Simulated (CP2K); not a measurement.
The system is CdTe.

```
Te Cd
1.0
     4.53255    0.00000    0.00000
     2.26628    3.92531    0.00000
     2.26628    1.30844    3.70082
Te Cd
1 1
Direct
  0.75000 0.75000 0.75000
  0.00000 0.00000 0.00000
```

Base run:

```yaml
Program: CP2K 2026.2
Functional: PBE
Potentials_or_basis: POTENTIAL_UZH Te GTH-PBE-q6, Cd GTH-PBE-q12; TZVP-MOLOPT-PBE-GTH basis
Density_cutoff: 9184 eV
k_mesh: 7 × 7 × 7
Occupations: fermi-dirac, width 0.05 eV
Spin: no spin polarisation
```

Its results: band gap on the k mesh 0.88 eV, direct; pressure 4.9 GPa.

After a change of settings the same cell gave: band gap on the k mesh 0.96 eV, direct; pressure 4.4 GPa. Which change was it?
A. functional from PBE to TPSS
B. functional from PBE to revPBE
C. functional from PBE to RPBE
D. functional from PBE to PBEsol

A.

Caveats: spin-orbit coupling is left out, which moves the levels of the heavy elements; the basis of atomic orbitals isn't converged, which shifts pressures, moduli and gaps; the potentials were made for another functional, which shifts forces and pressure (some runs).
